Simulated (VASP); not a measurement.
BaTiO3:

```
Ba Ti O
1.0
     3.98322    0.00000    0.00000
     0.00000    3.98322    0.00000
     0.00000    0.00000    3.98322
Ba Ti O
1 1 3
Direct
  0.00000 0.00000 0.00000
  0.50000 0.50000 0.50000
  0.50000 0.50000 0.00000
  0.00000 0.50000 0.50000
  0.50000 0.00000 0.50000
```

Base run:

| Item | Value |
| --- | --- |
| Program | VASP 6.6.1 |
| Functional | r2SCAN |
| Potentials or basis | VASP PAW PBE potentials, release 64 (Ba_sv, Ti_sv, O) |
| Cutoff | 520 eV |
| k mesh | 8 × 8 × 8 |
| Occupations | gaussian, width 0.02 eV |
| Spin | no spin polarisation |

Its results: band gap on the k mesh 2.17 eV, indirect (least direct gap 2.31 eV); pressure 3.6 GPa.

Question: The run is repeated on the same cell with these changes: functional from r2SCAN to PBEsol. What comes out?

Answer: Band gap on the k mesh 1.73 eV, indirect (least direct gap 1.86 eV); pressure 0.2 GPa.

r2SCAN gives the wider gap, since meta-GGAs in the generalised Kohn-Sham scheme recover part of the derivative discontinuity.

Caveats: the PAW data sets were made with another functional, which shifts forces and pressure a little; spin-orbit coupling is left out, which moves the levels of the heavy elements.
